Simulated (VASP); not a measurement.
# AlN (P6_3mc) in VASP: a series of runs

One crystal, AlN, is run at these levels: PBE, r2SCAN; tasks: relaxation of cell and atoms.

Program: VASP 6.6.1. These are calculated values, not measurements. Logs are shortened: lines on timing, memory, paths and dates and some standing lists are left out, and cuts for length are marked.

### 1 The structure

Symmetry: P6_3mc, No. 186, hexagonal system. Conventional cell: a = 3.127 Å, b = 3.127 Å, c = 5.018 Å, α = 90.00°, β = 90.00°, γ = 120.00°. Al (site symmetry 3m) is surrounded by 4 N at 1.90 to 1.91 Å. N (site symmetry 3m) is surrounded by 4 Al at 1.90 to 1.91 Å.

### 2 Relaxation of cell and atoms, PBE

File INCAR:

```
PREC = Accurate
ENCUT = 600
EDIFF = 1E-7
ISMEAR = 0
SIGMA = 0.03
LREAL = False
LASPH = True
NELM = 80
ALGO = Normal
ISIF = 3
LWAVE = False
LCHARG = False
GGA = PE
IBRION = 2
NSW = 90
EDIFFG = -0.005
```

File KPOINTS:

```
regular mesh
0
Gamma
  12 12 6
```

File POSCAR:

```
AlN                                     
1.0
    3.1273442140      0.0000000000      0.0000000000
   -1.5636721070      2.7083595337     -0.0000000000
   -0.0000000000      0.0000000000      5.0175425439
  Al              N             
     2     2
Direct
     0.3333333300000021    0.6666666699999979    0.9993379583162633
     0.6666666699999979    0.3333333300000021    0.4993379583162633
     0.3333333300000021    0.6666666699999979    0.3806620416837393
     0.6666666699999979    0.3333333300000021    0.8806620416837393
```

Potentials or basis: VASP PAW PBE potentials, release 64 (Al, N).

Run with:

```
$ cat potpaw_PBE.64/Al/POTCAR potpaw_PBE.64/N/POTCAR > POTCAR
$ mpirun -np 1 vasp_std > vasp.out
```

OUTCAR:

```text
PREC = Accurate
   ENCUT = 600
   EDIFF = 1E-7
   ISMEAR = 0
   LREAL = False
   LASPH = True
   NELM = 80
   ISIF = 3
   GGA = PE
   IBRION = 2
   NSW = 90
   EDIFFG = -0.005

 ion  position               nearest neighbor table
   1  0.333  0.667  0.999-   4 1.90   4 1.90   4 1.90   3 1.91   2 3.09   2 3.09   2 3.09   2 3.09
                             2 3.09   2 3.09
   2  0.667  0.333  0.499-   3 1.90   3 1.90   3 1.90   4 1.91   1 3.09   1 3.09   1 3.09   1 3.09
                             1 3.09   1 3.09
   3  0.333  0.667  0.381-   2 1.90   2 1.90   2 1.90   1 1.91
   4  0.667  0.333  0.881-   1 1.90   1 1.90   1 1.90   2 1.91

  LATTYP: Found a hexagonal cell.
 ALAT       =     3.1273442140
 C/A-ratio  =     1.6044100683

  Lattice vectors:

 A1 = (   3.1273442140,   0.0000000000,   0.0000000000)
 A2 = (  -1.5636721070,   2.7083595337,   0.0000000000)
 A3 = (   0.0000000000,   0.0000000000,   5.0175425439)

Analysis of symmetry for initial positions (statically):
=====================================================================
 Subroutine PRICEL returns:
 Original cell was already a primitive cell.

 Routine SETGRP: Setting up the symmetry group for a
 hexagonal supercell.

 Subroutine GETGRP returns: Found 12 space group operations
 (whereof  6 operations were pure point group operations)
 out of a pool of 24 trial point group operations.

The static configuration has the point symmetry C_3v.
 The point group associated with its full space group is C_6v.

Analysis of symmetry for dynamics (positions and initial velocities):
=====================================================================
 Subroutine PRICEL returns:
 Original cell was already a primitive cell.

 Routine SETGRP: Setting up the symmetry group for a
 hexagonal supercell.

 Subroutine GETGRP returns: Found 12 space group operations
 (whereof  6 operations were pure point group operations)
 out of a pool of 24 trial point group operations.

The dynamic configuration has the point symmetry C_3v.
 The point group associated with its full space group is C_6v.

 Subroutine INISYM returns: Found 12 space group operations
 (whereof  6 operations are pure point group operations),
 and found     1 'primitive' translations

----------------------------------------------------------------------------------------

                                     Primitive cell

  volume of cell :      42.4984

  direct lattice vectors                    reciprocal lattice vectors
     3.127344214  0.000000000  0.000000000     0.319760132  0.184613599  0.000000000
    -1.563672107  2.708359534  0.000000000     0.000000000  0.369227197  0.000000000
     0.000000000  0.000000000  5.017542544     0.000000000  0.000000000  0.199300752

  length of vectors
     3.127344214  3.127344212  5.017542544     0.369227197  0.369227197  0.199300752

  position of ions in fractional coordinates (direct lattice)
     0.333333330  0.666666670  0.999337958
     0.666666670  0.333333330  0.499337958
     0.333333330  0.666666670  0.380662042
     0.666666670  0.333333330  0.880662042

  ion indices of the primitive-cell ions
   primitive index   ion index
                 1           1
                 2           2
                 3           3
                 4           4

----------------------------------------------------------------------------------------

 KPOINTS: regular mesh

Automatic generation of k-mesh.
 Grid dimensions read from file:
 generate k-points for:   12   12    6

 Generating k-lattice:

  Cartesian coordinates                     Fractional coordinates (reciprocal lattice)
     0.026646678  0.015384467  0.000000000     0.083333333  0.000000000  0.000000000
     0.000000000  0.030768933  0.000000000     0.000000000  0.083333333  0.000000000
     0.000000000  0.000000000  0.033216792     0.000000000  0.000000000  0.166666667

  Length of vectors
     0.030768933  0.030768933  0.033216792

  Shift w.r.t. Gamma in fractional coordinates (k-lattice)
     0.000000000  0.000000000  0.000000000

 Subroutine IBZKPT returns following result:
 ===========================================

 Found     76 irreducible k-points:

 Following reciprocal coordinates:
            Coordinates               Weight
  0.000000  0.000000  0.000000      1.000000
  0.083333  0.000000  0.000000      6.000000
  0.166667  0.000000  0.000000      6.000000
  0.250000  0.000000  0.000000      6.000000
  0.333333  0.000000  0.000000      6.000000
  0.416667  0.000000  0.000000      6.000000
[... 16 lines left out ...]
  0.250000  0.000000  0.166667     12.000000
  0.333333  0.000000  0.166667     12.000000
 [... further k-points ...]
   k-points           NKPTS =     76   k-points in BZ     NKDIM =     76   number of bands    NBANDS=     12
   number of dos      NEDOS =    301   number of ions     NIONS =      4
   total plane-waves  NPLWV =  31360
   dimension x,y,z NGX =    28 NGY =   28 NGZ =   40
   dimension x,y,z NGXF=    56 NGYF=   56 NGZF=   80
   ions per type =               2   2
   NGX,Y,Z   is equivalent  to a cutoff of  14.88, 14.88, 13.25 a.u.
   NGXF,Y,Z  is equivalent  to a cutoff of  29.77, 29.77, 26.51 a.u.
 SYSTEM =  unknown system
   PREC   = accura    normal or accurate (medium, high low for compatibility)
   ISTART =      0    job   : 0-new  1-cont  2-samecut
   ICHARG =      2    charge: 1-file 2-atom 10-const
   ISPIN  =      1    spin polarized calculation?
   LNONCOLLINEAR =      F non collinear calculations
   LSORBIT =      F    spin-orbit coupling
   LASPH  =      T    aspherical Exc in radial PAW
   ENCUT  =  600.0 eV  44.10 Ry    6.64 a.u.   6.25  6.25 10.02*2*pi/ulx,y,z
   NELM   =     80;   NELMIN=  2; NELMDL= -5     # of ELM steps
   EDIFF  = 0.1E-06   stopping-criterion for ELM
   LREAL  =      F    real-space projection
   EDIFFG = -.5E-02   stopping-criterion for IOM
   NSW    =     90    number of steps for IOM
   IBRION =      2    ionic relax: 0-MD 1-quasi-New 2-CG
   NFREE  =      1    steps in history (QN), initial steepest desc. (CG)
   ISIF   =      3    stress and relaxation
   ISYM   =      2    0-nonsym 1-usesym 2-fastsym
   POTIM  = 0.5000    time-step for ionic-motion
   TEBEG  =    0.0;   TEEND  =   0.0 temperature during run
   PSTRESS=    0.0 pullay stress
   NELECT =      16.0000    total number of electrons
   NUPDOWN=      -1.0000    fix difference up-down
   EMIN   =  10.00;   EMAX   =-10.00  energy-range for DOS
   EFERMI =   0.00;   METHOD = LEGACY
   ISMEAR =     0;   SIGMA  =   0.03  broadening in eV -4-tet -1-fermi 0-gaus
   EFERMI_NEDOS =   21; number of points for ismear=-14 and -15
   IALGO  =     38    algorithm
   IMIX   =      4    mixing-type and parameters
     AMIX     =   0.40;   BMIX     =  1.00
     AMIX_MAG =   1.60;   BMIX_MAG =  1.00
  volume/ion in A,a.u.               =      10.62        71.70
  Fermi-wavevector in a.u.,A,eV,Ry     =   1.182108  2.233860 19.012498  1.397379
  Thomas-Fermi vector in A             =   2.318368
   LORBIT       =      0    0 simple, 1 ext, 2 COOP (PROOUT), +10 PAW based schemes
   GGA     = PE    functional components
   LHFCALC =     F    Hartree Fock is set to
   AEXX    =    0.0000 exact exchange contribution
   IVDW    =     0    specifies the selected vdW correction
   LEPSILON=     F    determine dielectric tensor
   LRPA    =     F    only Hartree local field effects (RPA)
 conjugate gradient relaxation of ions
 non-spin polarized calculation
 Gauss-broadening in eV      SIGMA  =   0.03
  energy-cutoff  :      600.00
  volume of cell :       42.50
 maximum number of plane-waves:      1436
 NGX is ok and might be reduce to    28
   NGX = 13   NGY = 13   NGZ = 21

--------------------------------------- Ionic step        1  -------------------------------------------

 number of electron      15.9999999 magnetization

 Free energy of the ion-electron system (eV)
  ---------------------------------------------------
  ext. energy  EPLUGINS =         0.00000000
  ---------------------------------------------------
  free energy    TOTEN  =       -29.78351340 eV

  energy without entropy =      -29.78351340  energy(sigma->0) =      -29.78351340

------------------------ aborting loop because EDIFF is reached ----------------------------------------

  FORCE on cell =-STRESS in cart. coord.  units (eV):
  Direction    XX          YY          ZZ          XY          YZ          ZX
  --------------------------------------------------------------------------------------
  -------------------------------------------------------------------------------------
  Total        0.0138383      0.0138383     -0.0267194      0.0000000      0.0000000     -0.0000000
  in kB        0.5216992      0.5216992     -1.0073126      0.0000000      0.0000000     -0.0000000
  external PRESSURE =       0.0120286 kB  Pullay stress =       0.0000000 kB

 VOLUME and BASIS-vectors are now :
 -----------------------------------------------------------------------------
  energy-cutoff  :      600.00
  volume of cell :       42.50
      direct lattice vectors                 reciprocal lattice vectors
     3.127344214  0.000000000  0.000000000     0.319760132  0.184613599  0.000000000
    -1.563672107  2.708359534  0.000000000     0.000000000  0.369227197  0.000000000
     0.000000000  0.000000000  5.017542544     0.000000000  0.000000000  0.199300752

 POSITION                                       TOTAL-FORCE (eV/Angst)
 -----------------------------------------------------------------------------------
     -0.00000      1.80557      5.01422         0.000000      0.000000     -0.004050
      1.56367      0.90279      2.50545         0.000000     -0.000000     -0.004050
     -0.00000      1.80557      1.90999        -0.000000     -0.000000      0.004050
      1.56367      0.90279      4.41876         0.000000     -0.000000      0.004050
 -----------------------------------------------------------------------------------
    total drift:                               -0.000009      0.000005      0.000577

  FREE ENERGIE OF THE ION-ELECTRON SYSTEM (eV)
  ---------------------------------------------------
  free  energy   TOTEN  =       -29.7835133996 eV

  energy  without entropy=      -29.7835133996  energy(sigma->0) =      -29.78351340

--------------------------------------- Ionic step        2  -------------------------------------------

 number of electron      15.9999999 magnetization

 Free energy of the ion-electron system (eV)
  ---------------------------------------------------
  ext. energy  EPLUGINS =         0.00000000
  ---------------------------------------------------
  free energy    TOTEN  =       -29.78352394 eV

  energy without entropy =      -29.78352394  energy(sigma->0) =      -29.78352394

 E-fermi :   6.1736     XC(G=0): -10.8355

 val. band max:        5.9793416931   @ k =   0.0000   0.0000   0.0000
 cond. band min:      10.0420201282   @ k =   0.0000   0.0000   0.0000
 fundamental gap:      4.0626784352
 Fermi energy:         6.1736287491

 k-point     1 :       0.0000    0.0000    0.0000
  band No.  band energies     occupation
      1      -9.0971      2.00000
      2      -7.0099      2.00000
      3       0.0663      2.00000
      4       5.1384      2.00000
      5       5.1384      2.00000
      6       5.7807      2.00000
      7       5.7807      2.00000
      8       5.9793      2.00000
      9      10.0420      0.00000
     10      12.5100      0.00000
     11      16.4509      0.00000
     12      17.0262      0.00000
[... 331 lines left out ...]
 k-point    24 :       0.3333    0.0000    0.1667
  band No.  band energies     occupation
      1      -7.8021      2.00000
      2      -6.6076      2.00000
      3       1.1354      2.00000
      4       2.0833      2.00000
      5       2.6852      2.00000
      6       4.2420      2.00000
      7       5.2003      2.00000
      8       5.3366      2.00000
      9      11.7683      0.00000
     10      12.5852      0.00000
     11      14.3405      0.00000
     12      16.0280      0.00000

 [... further k-points ...]
[... 5 lines left out ...]
  --------------------------------------------------------------------------------------
  -------------------------------------------------------------------------------------
  Total       -0.0026957     -0.0026957     -0.0059679      0.0000000     -0.0000000     -0.0000000
  in kB       -0.1016257     -0.1016257     -0.2249868      0.0000000     -0.0000000     -0.0000000
  external PRESSURE =      -0.1427461 kB  Pullay stress =       0.0000000 kB

 VOLUME and BASIS-vectors are now :
 -----------------------------------------------------------------------------
  energy-cutoff  :      600.00
  volume of cell :       42.50
      direct lattice vectors                 reciprocal lattice vectors
     3.127866165  0.000000000 -0.000000000     0.319706774  0.184582792 -0.000000000
    -1.563933082  2.708811556  0.000000000     0.000000000  0.369165584  0.000000000
     0.000000000  0.000000000  5.015925622     0.000000000  0.000000000  0.199364998

 POSITION                                       TOTAL-FORCE (eV/Angst)
 -----------------------------------------------------------------------------------
     -0.00000      1.80587      5.01241        -0.000000     -0.000000     -0.004694
      1.56393      0.90294      2.50445        -0.000000      0.000000     -0.004694
     -0.00000      1.80587      1.90957         0.000000      0.000000      0.004694
      1.56393      0.90294      4.41753         0.000000      0.000000      0.004694
 -----------------------------------------------------------------------------------
    total drift:                               -0.000009      0.000005      0.000636

  FREE ENERGIE OF THE ION-ELECTRON SYSTEM (eV)
  ---------------------------------------------------
  free  energy   TOTEN  =       -29.7835239389 eV

  energy  without entropy=      -29.7835239389  energy(sigma->0) =      -29.78352394

 reached required accuracy - stopping structural energy minimisation
```

Wall time 49 s (1 thread of AMD EPYC 7R13 (Zen 3), shared host); peak memory 0.16 GiB.

What came out:

- Free energy: -29.7835 eV
- Energy gained by relaxing: 0.0 meV/atom
- Ionic steps: 2
- Pressure after relaxing: 0.0 GPa
- Largest force after relaxing: 0.005 eV/Å
- Band gap on the k mesh: 4.06 eV, direct

Forces in eV/Å, atoms in the order of the input:
```
Al   0.000  0.000 -0.005
Al   0.000  0.000 -0.005
N    0.000  0.000  0.005
N    0.000  0.000  0.005
```

Final structure:
```cif
data_structure
_symmetry_space_group_name_H-M 'P 1'
_symmetry_Int_Tables_number 1
_cell_length_a 3.1279
_cell_length_b 3.1279
_cell_length_c 5.0159
_cell_angle_alpha 90.000
_cell_angle_beta 90.000
_cell_angle_gamma 120.000
_cell_volume 42.50
loop_
_atom_site_label
_atom_site_type_symbol
_atom_site_fract_x
_atom_site_fract_y
_atom_site_fract_z
_atom_site_occupancy
Al1 Al 0.33333 0.66667 0.99930 1
Al2 Al 0.66667 0.33333 0.49930 1
N1 N 0.33333 0.66667 0.38070 1
N2 N 0.66667 0.33333 0.88070 1
```

A k mesh can miss the band edges. A hybrid or GW would open this gap; PBE tends to underestimate it.

(Continued in part 2 of 2.)
